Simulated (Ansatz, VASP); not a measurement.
Two plane-wave programs on Ta3N

INCAR

```
SYSTEM = Ta3N
PREC     = Accurate       ! precision mode
ENCUT    = 520            ! plane-wave cutoff, eV
EDIFF    = 1E-7           ! SCF threshold, eV
ISMEAR   = -1             ! smearing method
SIGMA    = 0.05           ! smearing width, eV
LREAL    = .False.        ! projectors in reciprocal space
LASPH    = .True.         ! aspherical terms in the spheres
NELM     = 100            ! most SCF steps
ALGO     = Normal         ! electronic algorithm
ISIF     = 2              ! what is computed and relaxed
LWAVE    = .False.        ! write WAVECAR
LCHARG   = .False.        ! write CHGCAR
GGA      = PS             ! functional
NBANDS   = 27             ! bands
```

The input KPOINTS:

```
Automatic mesh
0
Gamma
  10 10 4
  0 0 0
```

The input POSCAR:

```
Ta3N
1.0
    3.0322239879      0.0000000000      0.0000000000
   -1.5161119940      2.6259830035      0.0000000000
    0.0000000000      0.0000000000      7.5241370000
Ta N
3 1
Direct
    0.6666666667      0.3333333333      0.8260700000
    0.3333333333      0.6666666667      0.1739300000
    0.0000000000      0.0000000000      0.5000000000
    0.0000000000      0.0000000000      0.0000000000
```

Contents of input.yaml:

```yaml
crystal:
  lattice:
    - [3.0322239879, 0.0, 0.0]
    - [-1.516111994, 2.6259830035, 0.0]
    - [0.0, 0.0, 7.524137]
  atoms:
    - { symbol: Ta, position: [0.6666666667, 0.3333333333, 0.82607] }
    - { symbol: Ta, position: [0.3333333333, 0.6666666667, 0.17393] }
    - { symbol: Ta, position: [0.0, 0.0, 0.5] }
    - { symbol: "N", position: [0.0, 0.0, 0.0] }
hamiltonian:
  xc: pbesol
  pseudopotentials: { kind: paw }
kpoints:
  mp_grid: { grid: [10, 10, 4] }
scf:
  occupations: { method: fermi_dirac, width: 0.05 }
output:
  forces: true
  stress: true
  eigenvalues: true
```

The cell comes from a database or a generator and needn't be the stable form of this composition.

Alike in both runs: task single point; functional PBEsol; k mesh 10 × 10 × 4; occupations fermi-dirac, width 0.05 eV; no spin polarisation.

```csv
,VASP,Ansatz
version,VASP 6.6.1,Ansatz 0.2.0
potentials or method,"VASP PAW PBE potentials, release 64 (Ta_pv, N)",Ansatz PAW
plane-wave cutoff (eV),520,420
valence electrons in the cell,38,44
```

```tsv
	VASP	Ansatz	Ansatz less VASP
gap on the k mesh at the Fermi level (eV)	none	none	-
pressure (GPa)	-7.8	-8.1	-0.34
largest component of the traceless stress (GPa)	0.37	0.36	-0.015
rms of the force components (eV/Å)	0.140	0.161	+0.0213
```

Atom by atom the forces differ by 0.021 eV/Å (rms over components). A gap of «none» marks a metal or a gap that the smearing closes. The functional is the same, so the differences come from potentials, cutoffs and numerics. The two sets of potentials don't hold the same shells in valence.

Caveats: the PAW data sets were made with another functional, which shifts forces and pressure a little (VASP); the PAW data sets come from PBE, with cores solved anew for the run's functional, which leaves a small shift of forces and pressure (Ansatz). Spin-orbit coupling is left out, which matters for the levels of Ta.
